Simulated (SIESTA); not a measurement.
Crystal: Te.

```
Te
1.0
     4.45400    0.00000    0.00000
    -2.22700    3.85728    0.00000
     0.00000    0.00000    5.92400
Te
3
Direct
  0.73100 0.73100 0.00000
  0.00000 0.26900 0.66667
  0.26900 0.00000 0.33333
```

| Item | Value |
| --- | --- |
| Program | SIESTA 5.4.2 |
| Task | single point |
| Functional | PBE |
| Potentials or basis | PseudoDojo 0.4 standard (PBE files) |
| Basis | DZP (energy shift 0.003 Ry; two zetas on semicore shells) |
| Grid cutoff | 500 Ry |
| Energy shift | 0.003 Ry |
| k mesh | 7 × 7 × 5 |
| Occupations | fermi-dirac, width 0.05 eV |
| Spin | no spin polarisation |

On this cell: pressure 2.8 GPa; largest force 0.626 eV/Å; band gap on the k mesh 0.60 eV, indirect (least direct gap 0.74 eV).

The same run follows on a disturbed copy (atoms moved at random, drawn with an rms of 0.05 Å):

```
Te
1.0
     4.45400    0.00000    0.00000
    -2.22700    3.85728    0.00000
     0.00000    0.00000    5.92400
Te
3
Direct
  0.72636 0.72628 0.99901
  0.00652 0.27843 0.67379
  0.27379 0.01099 0.33305
```

**Question.** What does the disturbed cell give?

**Answer.** The energy moves by -6.1 meV/atom; pressure 2.3 GPa; largest force 0.583 eV/Å; band gap on the k mesh 0.46 eV, indirect (least direct gap 0.67 eV).

Forces on the atoms (eV/Å):
```
Te  -0.238 -0.389  0.157
Te  -0.295  0.455 -0.215
Te   0.532 -0.067  0.057
```

Stress tensor (GPa, compression positive):
```
 1.76 -0.07 -0.05
-0.07  1.85 -0.18
-0.05 -0.18  3.35
```

Caveats: spin-orbit coupling is left out, which moves the levels of the heavy elements; an odd mesh through Γ misses points on the zone boundary, where band edges often lie; the basis of atomic orbitals isn't converged, which shifts pressures, moduli and gaps.
